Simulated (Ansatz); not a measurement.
Input of an Ansatz 0.2.0 run:

input.yaml

```yaml
crystal:
  lattice:
    - [2.881, 0.0, 0.0]
    - [0.0, 2.881, 0.0]
    - [0.0, 0.0, 2.881]
  atoms:
    - { symbol: Ni, position: [0.5, 0.5, 0.5], spin: 1.0 }
    - { symbol: Al, position: [0.0, 0.0, 0.0] }
kpoints:
  mp_grid: { grid: [7, 7, 7] }
scf:
  occupations: { method: fermi_dirac, width: 0.05 }
hamiltonian:
  xc: pbesol
  pseudopotentials: { kind: all_electron, lapw: { basis_error: 0.001 } }
  hubbard:
    occupation_matrices:
      s0_up:
        matrix:
          - [0.98, 0.0, 0.0, 0.0, 0.0]
          - [0.0, 0.98, 0.0, 0.0, 0.0]
          - [0.0, 0.0, 0.98, 0.0, 0.0]
          - [0.0, 0.0, 0.0, 0.98, 0.0]
          - [0.0, 0.0, 0.0, 0.0, 0.98]
      s0_down:
        matrix:
          - [0.030853, 0.036793, 0.028375, 0.048554, 0.076056]
          - [0.036793, 0.169136, 0.018677, 0.281002, 0.200659]
          - [0.028375, 0.018677, 0.340489, -0.242867, 0.38055]
          - [0.048554, 0.281002, -0.242867, 0.792484, 0.067451]
          - [0.076056, 0.200659, 0.38055, 0.067451, 0.687039]
    sites:
      - { site: 0, l: d, u_eff: 3, starting_ns: [{ spin: up, occupation_matrix: s0_up }, { spin: down, occupation_matrix: s0_down }] }
    ns_hold: { iters: 8 }
    double_counting: fll
    projectors: ortho-atomic
magnetization:
  spin_polarized: true
output:
  forces: true
  stress: true
  eigenvalues: true
  hubbard: {}
```

Potentials or basis: all-electron LAPW, scalar-relativistic.

Launch:

```console
$ ansatz run input.yaml --threads 2 --pin off --max-ram 6144MiB --backend cpu --events-out ev --progress --plain --runs-dir out
```

Task: What does it give for the pressure?

Result: -4.1 GPa.

Task: Predict the absolute moment.

Result: 0.00 μB per cell.

Caveat: the magnetic state may not be the lowest; the typed start of the occupations wasn't kept; the U is typed as a test and isn't derived for this compound; the starting moments weren't kept. The state reached can hang on the start; a lower one may exist.
